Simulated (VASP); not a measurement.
# Hg in VASP: a series of runs, part 2 of 2

VASP 6.6.1. Earlier steps stand in the parts before.

### Step 4. Atomic charges, PW91, spin-orbit coupling, no magnetisation

File INCAR:

```
SYSTEM = Hg
PREC = Accurate
ENCUT = 520
EDIFF = 1E-7
ISMEAR = 0
SIGMA = 0.05
LREAL = .False.
LASPH = .True.
NELM = 80
ALGO = Normal
ISIF = 2
LWAVE = .False.
LCHARG = .False.
LNONCOLLINEAR = .True.
MAGMOM = 0 0 0 0 0 0 0 0 0 0 0 0
LORBIT = 11
LSORBIT = .True.
GGA_COMPAT = .False.
LDIPOL = .True.
IDIPOL = 3
DIPOL = 0.5 0.5 0.498
GGA = 91
```

File KPOINTS:

```
regular mesh
0
Gamma
  7 7 1
  0 0 0
```

File POSCAR:

```
Hg
1.0
    3.6057960290      0.0000000000      0.0000000000
    1.7995193020      3.1246592269      0.0000000000
    0.0000000000      0.0000000000     23.4440744872
Hg
4
Cartesian
    1.7171695214      1.0010408272      7.3621661553
    3.6285589124      2.0396181857     10.3242311904
    1.7428932431      1.0560879488     13.1244852235
    3.5757307737      2.0892877688     15.8731388486
```

Potentials or basis: VASP PAW PBE potentials, release 64 (Hg).

Started as:

```bash
$ cat potpaw_PBE.64/Hg/POTCAR > POTCAR
$ mpirun -np 1 vasp_ncl > vasp.out
```

OUTCAR:

```text
SYSTEM = Hg
   PREC = Accurate
   ENCUT = 520
   EDIFF = 1E-7
   ISMEAR = 0
   LREAL = .False.
   LASPH = .True.
   NELM = 80
   ISIF = 2
   LNONCOLLINEAR = .True.
   LORBIT = 11
   LSORBIT = .True.
   GGA = 91

 ion  position               nearest neighbor table
   1  0.316  0.320  0.314-   2 3.57   2 3.62   2 3.68
   2  0.681  0.653  0.440-   3 3.43   3 3.52   3 3.53   1 3.57   1 3.62   1 3.68
   3  0.315  0.338  0.560-   4 3.43   2 3.43   4 3.45   4 3.46   2 3.52   2 3.53
   4  0.658  0.669  0.677-   3 3.43   3 3.45   3 3.46

  LATTYP: Found a base centered orthorhombic cell.
 ALAT       =     3.6091731600
 B/A-ratio  =     1.7298895459
 C/A-ratio  =     6.4956912423

  Lattice vectors:

 A1 = (  -1.7995193020,  -3.1246592269,   0.0000000000)
 A2 = (   3.6057960290,   0.0000000000,   0.0000000000)
 A3 = (   0.0000000000,   0.0000000000,  23.4440744872)

Analysis of symmetry for initial positions (statically):
=====================================================================
 Subroutine PRICEL returns:
 Original cell was already a primitive cell.

 Routine SETGRP: Setting up the symmetry group for a
 base centered orthorhombic supercell.

 Subroutine GETGRP returns: Found  1 space group operations
 (whereof  1 operations were pure point group operations)
 out of a pool of  8 trial point group operations.

The static configuration has the point symmetry C_1 .

Analysis of symmetry for dynamics (positions and initial velocities):
=====================================================================
 Subroutine PRICEL returns:
 Original cell was already a primitive cell.

 Routine SETGRP: Setting up the symmetry group for a
 base centered orthorhombic supercell.

 Subroutine GETGRP returns: Found  1 space group operations
 (whereof  1 operations were pure point group operations)
 out of a pool of  8 trial point group operations.

The dynamic configuration has the point symmetry C_1 .

Analysis of structural, dynamic, and magnetic symmetry:
=====================================================================
 Subroutine PRICEL returns:
 Original cell was already a primitive cell.

 Routine SETGRP: Setting up the symmetry group for a
 base centered orthorhombic supercell.

 Subroutine GETGRP returns: Found  1 space group operations
 (whereof  1 operations were pure point group operations)
 out of a pool of  8 trial point group operations.

The overall configuration has the point symmetry C_1 .

 Subroutine INISYM returns: Found  1 space group operations
 (whereof  1 operations are pure point group operations),
 and found     1 'primitive' translations

----------------------------------------------------------------------------------------

                                     Primitive cell

  volume of cell :     264.1417

  direct lattice vectors                    reciprocal lattice vectors
     3.605796029  0.000000000  0.000000000     0.277331272 -0.159717570  0.000000000
     1.799519302  3.124659227  0.000000000     0.000000000  0.320034899  0.000000000
     0.000000000  0.000000000 23.444074487     0.000000000  0.000000000  0.042654702

[... 147 lines left out ...]
 fundamental gap:      1.2192475687
 Fermi energy:        -2.6328582973

 k-point     1 :       0.0000    0.0000    0.0000
  band No.  band energies     occupation
      1      -9.2036      1.00000
      2      -9.2036      1.00000
      3      -9.1835      1.00000
      4      -9.1835      1.00000
      5      -9.1380      1.00000
      6      -9.1380      1.00000
[... 1405 lines left out ...]
     55       0.4001      0.00000
     56       0.4286      0.00000

 [... further k-points ...]

------------------------ aborting loop because EDIFF is reached ----------------------------------------

 vacuum level on the upper side and lower side of the slab       (xc-potential included)         0.013         0.002

  FORCE on cell =-STRESS in cart. coord.  units (eV):
  Direction    XX          YY          ZZ          XY          YZ          ZX
  --------------------------------------------------------------------------------------
  -------------------------------------------------------------------------------------
  Total       -0.5137413     -0.5277439     -0.4485876     -0.0107561     -0.0120479      0.0012098
  in kB       -3.1161487     -3.2010828     -2.7209524     -0.0652422     -0.0730778      0.0073379
  external PRESSURE =      -3.0127279 kB  Pullay stress =       0.0000000 kB

 VOLUME and BASIS-vectors are now :
 -----------------------------------------------------------------------------
  energy-cutoff  :      520.00
  volume of cell :      264.14
      direct lattice vectors                 reciprocal lattice vectors
     3.605796029  0.000000000  0.000000000     0.277331272 -0.159717570  0.000000000
     1.799519302  3.124659227  0.000000000     0.000000000  0.320034899  0.000000000
     0.000000000  0.000000000 23.444074487     0.000000000  0.000000000  0.042654702

 POSITION                                       TOTAL-FORCE (eV/Angst)
 -----------------------------------------------------------------------------------
      1.71717      1.00104      7.36217         0.003258      0.000108      0.063540
      3.62856      2.03962     10.32423        -0.009331      0.004428     -0.003672
      1.74289      1.05609     13.12449         0.007904     -0.005131     -0.048710
      3.57573      2.08929     15.87314        -0.001832      0.000595     -0.011158
 -----------------------------------------------------------------------------------
    total drift:                               -0.000269      0.000059     -0.000112

  FREE ENERGIE OF THE ION-ELECTRON SYSTEM (eV)
  ---------------------------------------------------
  free  energy   TOTEN  =        -1.6413457155 eV

  energy  without entropy=       -1.6413457155  energy(sigma->0) =       -1.64134572

 vacuum level on the upper side and lower side of the slab         2.443         2.431

 Spin-Orbit-Coupling matrix elements

 Ion:    1  E_soc:     -0.4221957
 l=   1
     0.0000000    -0.0040790    -0.0048276
    -0.0040790     0.0000000    -0.0040825
    -0.0048276    -0.0040825     0.0000000
 l=   2
     0.0000000    -0.0132133     0.0000000    -0.0132140    -0.0531431
    -0.0132133     0.0000000    -0.0394838    -0.0131373    -0.0132136
     0.0000000    -0.0394838     0.0000000    -0.0394889     0.0000000
    -0.0132140    -0.0131373    -0.0394889     0.0000000    -0.0132147
    -0.0531431    -0.0132136     0.0000000    -0.0132147     0.0000000
 l=   3
     0.0000000     0.0000000     0.0000000     0.0000000     0.0000000     0.0000000     0.0000000
     0.0000000     0.0000000     0.0000000     0.0000000     0.0000000     0.0000000     0.0000000
     0.0000000     0.0000000     0.0000000     0.0000000     0.0000000     0.0000000     0.0000000
     0.0000000     0.0000000     0.0000000     0.0000000     0.0000000     0.0000000     0.0000000
[... 49 lines left out ...]
 l=   2
     0.0000000    -0.0132574     0.0000000    -0.0132606    -0.0531928
    -0.0132574     0.0000000    -0.0396328    -0.0132114    -0.0132584
     0.0000000    -0.0396328     0.0000000    -0.0396431     0.0000000
    -0.0132606    -0.0132114    -0.0396431     0.0000000    -0.0132594
    -0.0531928    -0.0132584     0.0000000    -0.0132594     0.0000000
 l=   3
     0.0000000     0.0000000     0.0000000     0.0000000     0.0000000     0.0000000     0.0000000
     0.0000000     0.0000000     0.0000000     0.0000000     0.0000000     0.0000000     0.0000000
     0.0000000     0.0000000     0.0000000     0.0000000     0.0000000     0.0000000     0.0000000
     0.0000000     0.0000000     0.0000000     0.0000000     0.0000000     0.0000000     0.0000000
     0.0000000     0.0000000     0.0000000     0.0000000     0.0000000     0.0000000     0.0000000
     0.0000000     0.0000000     0.0000000     0.0000000     0.0000000     0.0000000     0.0000000
     0.0000000     0.0000000     0.0000000     0.0000000     0.0000000     0.0000000     0.0000000

 total charge

# of ion       s       p       d       tot
------------------------------------------
    1        1.002   0.059   9.363  10.424
    2        0.983   0.083   9.356  10.422
    3        0.981   0.092   9.353  10.426
    4        0.996   0.070   9.361  10.426
--------------------------------------------------
tot          3.961   0.304  37.434  41.698

 magnetization (x)

# of ion       s       p       d       tot
------------------------------------------
    1       -0.000   0.000   0.000  -0.000
    2       -0.000  -0.000   0.000  -0.000
    3       -0.000   0.000  -0.000  -0.000
    4       -0.000   0.000   0.000  -0.000
--------------------------------------------------
tot         -0.000   0.000   0.000  -0.000

 magnetization (y)

# of ion       s       p       d       tot
------------------------------------------
    1        0.000  -0.000  -0.000   0.000
    2       -0.000   0.000  -0.000  -0.000
    3       -0.000   0.000  -0.000  -0.000
    4       -0.000   0.000  -0.000  -0.000
--------------------------------------------------
tot         -0.000   0.000  -0.000  -0.000

 magnetization (z)

# of ion       s       p       d       tot
------------------------------------------
    1        0.000  -0.000  -0.000   0.000
    2        0.000   0.000  -0.000   0.000
    3        0.000   0.000   0.000   0.000
    4        0.000  -0.000  -0.000   0.000
--------------------------------------------------
tot          0.000  -0.000  -0.000   0.000
```

Run time: 17 min. Hardware: 1 thread of AMD EPYC 9R45 (Zen 5), shared host; peak memory 1.4 GiB.

What came out:

```
Free energy                                           : -1.6413 eV
Largest force                                         : 0.064 eV/Å
Valence electrons inside the program's atomic spheres : Hg 10.42, 10.43
```

Forces in eV/Å, atoms in the order of the input:
```
Hg   0.003  0.000  0.064
Hg  -0.009  0.004 -0.004
Hg   0.008 -0.005 -0.049
Hg  -0.002  0.001 -0.011
```

Caveat: the PAW data sets were made with another functional, which shifts forces and pressure a little.

### Step 5. Relaxation of the atoms, revPBE

File INCAR:

```
SYSTEM = Hg
PREC     = Accurate       ! precision mode
ENCUT    = 520            ! plane-wave cutoff, eV
EDIFF    = 1E-6           ! SCF threshold, eV
ISMEAR   = -1             ! smearing method
SIGMA    = 0.05           ! smearing width, eV
LREAL    = .FALSE.        ! projectors in reciprocal space
LASPH    = .TRUE.         ! aspherical terms in the spheres
NELM     = 60             ! most SCF steps
ALGO     = Fast           ! electronic algorithm
ISIF     = 2              ! what is computed and relaxed
LWAVE    = .FALSE.        ! write WAVECAR
LCHARG   = .FALSE.        ! write CHGCAR
LDIPOL   = .TRUE.       
IDIPOL   = 3            
DIPOL    = 0.5 0.5 0.500
GGA      = RE             ! functional
IBRION   = 2              ! ionic algorithm
NSW      = 40             ! ionic steps
EDIFFG   = -0.02          ! ionic threshold
```

File KPOINTS:

```
regular mesh
0
G
  7 7 1
  0 0 0
```

File POSCAR:

```
Hg
1.0
    3.6057960290      0.0000000000      0.0000000000
    1.7995193020      3.1246592269      0.0000000000
    0.0000000000      0.0000000000     23.4440744872
Hg
4
Selective dynamics
Direct
    0.3343437984      0.3343437984      0.3199102615  F F F
    0.6692523297      0.6692523297      0.4410345604  F F F
    0.3337790654      0.3337790654      0.5589654396  T T T
    0.6686875968      0.6686875968      0.6800897385  T T T
```

Started as:

```bash
$ cat potpaw_PBE.64/Hg/POTCAR > POTCAR
$ mpirun -np 1 vasp_std > vasp.out
```

Wall time 10 min (1 thread of Intel Xeon 6975P-C (Granite Rapids), shared host); peak memory 0.43 GiB.

Results (log left out):

| Property | Result |
| --- | --- |
| Free energy | 0.3728 eV |
| Energy gained by relaxing | 12.7 meV/atom |
| Ionic steps | 14 |
| Band gap on the k mesh | 1.35 eV, indirect (least direct gap 2.17 eV) |

The path:
```csv
step,energy change (eV),largest force (eV/Å),pressure (GPa)
1,0.0000,0.1111,0.64
2,-0.0006,0.1088,0.63
3,-0.0023,0.1101,0.63
4,-0.0054,0.1094,0.62
5,-0.0107,0.1081,0.60
6,-0.0180,0.1064,0.58
7,-0.0247,0.1082,0.56
8,-0.0307,0.1058,0.54
9,-0.0421,0.1107,0.50
10,-0.0490,0.1195,0.49
11,-0.0492,0.1198,0.49
12,-0.0493,0.1207,0.49
13,-0.0494,0.1217,0.49
14,-0.0510,0.1221,0.49
```

Final structure:
```
Hg
1.0
     3.60580    0.00000    0.00000
     1.79952    3.12466    0.00000
     0.00000    0.00000   23.44407
Hg
4
Direct
  0.33434 0.33434 0.31991
  0.66925 0.66925 0.44103
  0.33701 0.33701 0.58942
  0.66794 0.66794 0.73381
```

Levels at points of the mesh, in eV from the valence-band top:
| k point | band 20 | band 21 | band 22 | band 23 | band 24 | band 25 | band 26 | band 27 | band 28 |
| --- | --- | --- | --- | --- | --- | --- | --- | --- | --- |
| (0.00, 0.00, 0.00) | -4.65 | -4.64 | -4.35 | -3.32 | -2.41 | 1.35 | 2.65 | 4.32 | 5.34 |

Caveat: the PAW data sets were made with another functional, which shifts forces and pressure a little; spin-orbit coupling is left out, which moves the levels of the heavy elements.

### Step 6. Relaxation of the atoms, revPBE+D2

Changes to INCAR since step 5:

```diff
@@ -17,2 +17,3 @@
 GGA      = RE             ! functional
+IVDW     = 1              ! dispersion correction
 IBRION   = 2              ! ionic algorithm
```

KPOINTS is that of step 5.

POSCAR is that of step 5.

Potentials or basis: VASP PAW PBE potentials, release 64 (Hg).

Started as:

```bash
$ cat potpaw_PBE.64/Hg/POTCAR > POTCAR
$ mpirun -np 1 vasp_std > vasp.out
```

Wall time 6.4 min (1 thread of Intel Xeon 6975P-C (Granite Rapids), shared host); peak memory 0.43 GiB.

It converged, with:

* Free energy: -5.1870 eV
* Energy gained by relaxing: 20.5 meV/atom
* Ionic steps: 9
* Band gap on the k mesh: 1.35 eV, indirect (least direct gap 2.02 eV)
* Dispersion energy per atom: -1.396 eV

Step by step:
| step | energy change (eV) | largest force (eV/Å) | pressure (GPa) |
| --- | --- | --- | --- |
| 1 | 0.0000 | 0.4182 | 1.49 |
| 2 | -0.0083 | 0.4170 | 1.44 |
| 3 | -0.0286 | 0.4184 | 1.31 |
| 4 | -0.0464 | 0.5012 | 1.02 |
| 5 | -0.0563 | 0.4286 | 0.99 |
| 6 | -0.0767 | 0.4283 | 0.87 |
| 7 | -0.0715 | 0.6807 | 0.58 |
| 8 | -0.0821 | 0.4352 | 0.75 |
| 9 | -0.0821 | 0.4362 | 0.74 |

Final structure:
```xyz
4
Lattice="3.6058 0.0000 0.0000 1.7995 3.1247 0.0000 0.0000 0.0000 23.4441" Properties=species:S:1:pos:R:3 pbc="T T T"
Hg    1.8072    1.0447    7.5000
Hg    3.6175    2.0912   10.3396
Hg    1.8104    1.0465   13.2964
Hg    3.6115    2.0877   16.2783
```

Levels at points of the mesh, in eV from the valence-band top:
| k point | band 22 | band 23 | band 24 | band 25 | band 26 | band 27 |
| --- | --- | --- | --- | --- | --- | --- |
| (0.00, 0.00, 0.00) | -4.62 | -3.41 | -1.99 | 1.35 | 3.11 | 4.61 |

Caveat: the PAW data sets were made with another functional, which shifts forces and pressure a little; spin-orbit coupling is left out, which moves the levels of the heavy elements. As with any semilocal functional, this revPBE gap is likely too small.

### Step 7. Overview

```tsv
task	level	spin	cell	k mesh	smearing	atoms held fixed (from 0)	gap on the mesh (eV)
relaxation of the atoms	PBEsol	off	atoms relaxed from: the (0 0 1) slab of Hg, cut from the database cell, not relaxed	9 × 9 × 1	gaussian 0.05 eV	[0, 1]	0.90
relaxation of the atoms	PBE+dDsC	off	atoms relaxed from: the (0 0 1) slab of Hg, cut from the database cell, not relaxed	9 × 9 × 1	gaussian 0.05 eV	[0, 1]	1.25
atomic charges	PW91	SOC, no magnetisation	the (0 0 1) slab of Hg, cut from the database cell, not relaxed; atoms moved at random, drawn with an rms of 0.1 Å	7 × 7 × 1	gaussian 0.05 eV	-	-
relaxation of the atoms	revPBE	off	atoms relaxed	7 × 7 × 1	fermi-dirac 0.05 eV	[0, 1]	1.35
relaxation of the atoms	revPBE+D2	off	atoms relaxed	7 × 7 × 1	fermi-dirac 0.05 eV	[0, 1]	1.35
```

Alike in all rows: potentials or basis VASP PAW PBE potentials, release 64 (Hg); cutoff (eV) 520.

Caveats: the PAW data sets were made with another functional, which shifts forces and pressure a little (some runs); spin-orbit coupling is left out, which moves the levels of the heavy elements (some runs).

Total energies depend on the potentials used, so only differences within one code and one set of settings carry meaning.
